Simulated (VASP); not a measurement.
**Ge: equation of state with PBE**

Ge:

```
CELL_PARAMETERS angstrom
-3.48417 3.48417 3.48417
3.48417 -3.48417 3.48417
3.48417 3.48417 -3.48417
ATOMIC_POSITIONS crystal
Ge 0.29890 0.29890 0.29890
Ge 0.00000 0.20110 0.50000
Ge 0.20110 0.50000 0.00000
Ge 0.50000 0.00000 0.20110
Ge 0.70110 0.70110 0.70110
Ge 0.00000 0.79890 0.50000
Ge 0.79890 0.50000 0.00000
Ge 0.50000 0.00000 0.79890
```

This isn't the form of Ge at room conditions, which is diamond.

| Property | Result |
| --- | --- |
| Program | VASP 6.6.1 |
| Task | equation of state |
| Functional | PBE |
| Potentials or basis | VASP PAW PBE potentials, release 64 (Ge_d) |
| Cutoff | 520 eV |
| k mesh | 6 × 6 × 6 |
| Occupations | fermi-dirac, width 0.05 eV |
| Spin | no spin polarisation |

* Equilibrium volume: 22.09 Å³/atom
* Bulk modulus at fixed shape and positions: 61 GPa
* Pressure derivative of the bulk modulus: 4.5

Energy against volume, from the lowest point:
```csv
volume (Å³/atom),energy (meV/atom)
19.879,51.19
20.302,32.16
20.725,18.00
21.148,8.20
21.571,2.33
21.994,0.00
22.417,0.84
```

All runs of the series together: 33 min on 1 thread of Intel(R) Xeon(R) Platinum 8488C (Sapphire Rapids), on a shared host.

Caveat: the cell was scaled at fixed shape and fractional positions, which overstates the stiffness of a crystal with free parameters, most of all of layers and chains.
